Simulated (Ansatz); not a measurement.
Single point in Ansatz 0.2.0 with PBE, no spin polarisation. Cutoff 420 eV, PAW datasets, 5×5×4 (shifted by 0.5, 0.5, 0.5 steps) k mesh, fermi-dirac filling (width 0.1 eV).

Computed maps in the lattice plane spanned by a (left to right, 3.90 Å, 12 points from zero) and b (bottom to top, 3.90 Å, 12 points from zero), 89° apart, at height 0.994 along c. The fields are smooth PAW ones with compensation charges, not the true ones near nuclei.

Valence density. Digits on a logarithmic scale: 0 up to 0.03 e/Å³, each further digit a factor of 1.6, 9 from 1.3 e/Å³ up:
```
998532346999
997444556899
975456787789
544468999766
323579989864
223579869864
212479999864
322357888654
543345666556
975323345689
997421235899
998521236999
```

ELF. Ten even steps from '0' (0.03) to '9' (0.87):
```
863100111479
652014641256
431048997223
110289999721
000699758961
001799648983
000699989972
000279999720
110026875101
431001211134
653100001467
863100002579
```

**Question.** The cell is AgCl. Which atoms lie within 0.2 Å of this plane, and where (fractions of a and b)?

**Answer.** Ag at (0.94, 0.96), Cl at (0.56, 0.53). The whole cell:
```
Ag Cl
1.0
    -2.74415   -0.04137    2.77737
     2.73754    0.01185    2.77076
     0.05322    5.46024   -0.02952
Ag Cl
2 2
Direct
  0.94185 0.96486 0.99428
  0.48990 0.42761 0.52929
  0.05724 0.98374 0.49679
  0.55844 0.52664 0.96676
```

Origin: a strained cell with displaced atoms, so it need not be a known compound. Caveats: atoms or cell far from equilibrium.
